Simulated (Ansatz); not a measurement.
The elements of this relaxed trial crystal are hidden behind letters.

```
lattice vectors (Å)
   0.0000    4.2060    4.2060
   4.2060    0.0000    4.2060
   4.2060    4.2060    0.0000
fractional positions
X 0.3881 0.3881 0.3881
X 0.3881 0.3881 0.8356
X 0.3881 0.8356 0.3881
X 0.8356 0.3881 0.3881
X 0.8619 0.8619 0.4144
X 0.8619 0.8619 0.8619
X 0.8619 0.4144 0.8619
X 0.4144 0.8619 0.8619
Z 0.0000 0.0000 0.0000
Z 0.2500 0.2500 0.2500
```

The calculation used Ansatz 0.2.0, DFT PBE, scalar-relativistic, plane waves, PAW. Cutoff 420 eV, Γ-centred 8×8×8 mesh (10-atom cell), Gaussian smearing of 0.10 eV, no spin polarisation.

| Property | Result |
| --- | --- |
| Space group | Fd-3m (No. 227) |
| Conventional cell | a = 8.412 Å |
| Volume per atom | 14.88 Å³ |
| Density | 6.19 g/cm³ |
| Energy over the elements | −0.27 eV/atom |
| Gap on the 8×8×8 mesh of the 10-atom cell | 0 eV (a metal) |

Energies are uncorrected and count from the elements' standard states at the same level.

Task: X is a d-block element of period 4 and Z is a p-block element of period 2. Which elements are they?

Result: X = Zn, Z = O, so the formula is Zn4O. Density times volume gives a mean mass of 6.19 × 14.88/1.6605 = 55.5 u per atom, and this set has 55.5 u. Among the elements that the hints allow, noble gases aside, only these give it. Zn is surrounded by 1 O at 2.01 Å, 3 Zn at 2.66 Å and 6 Zn at 2.98 Å; O is surrounded by 4 Zn at 2.01 Å.

A structure relaxed within its symmetry needn't be a true minimum.
